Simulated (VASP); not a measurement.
A run of VASP 6.6.1:

The input INCAR:

```
SYSTEM = CoSi2
PREC = Accurate ; ENCUT = 600
EDIFF = 1E-7 ; ISMEAR = 0
SIGMA = 0.1 ; LREAL = .FALSE.
LASPH = .TRUE. ; NELM = 100
ALGO = Fast ; ISIF = 3
LWAVE = .FALSE. ; LCHARG = .FALSE.
GGA = PE ; IVDW = 12
IBRION = 2 ; NSW = 70
EDIFFG = -0.005
```

File KPOINTS:

```
Automatic mesh
0
G
  14 14 14
  0 0 0
```

Contents of POSCAR:

```
CoSi2
1.0
    0.0000000000      2.6799218064      2.6799218064
    2.6799218064      0.0000000000      2.6799218064
    2.6799218064      2.6799218064      0.0000000000
Co Si
1 2
Direct
    0.0000000000      0.0000000000      0.0000000000
    0.2500000000      0.2500000000      0.2500000000
    0.7500000000      0.7500000000      0.7500000000
```

Potentials or basis: VASP PAW PBE potentials, release 64 (Co, Si).

Launch:

```bash
$ cat potpaw_PBE.64/Co/POTCAR potpaw_PBE.64/Si/POTCAR > POTCAR
$ mpirun -np 1 vasp_std > vasp.out
```

Hardware: 1 thread of Intel(R) Xeon(R) Platinum 8488C (Sapphire Rapids), with other jobs on the host.

Problem. Estimate the wall time of this run.

Solution. Run time: 5 min on 1 thread of Intel(R) Xeon(R) Platinum 8488C (Sapphire Rapids), with other jobs on the host, peak memory 0.23 GiB. Counts: scf iterations 110, k points 104, ion steps 15.
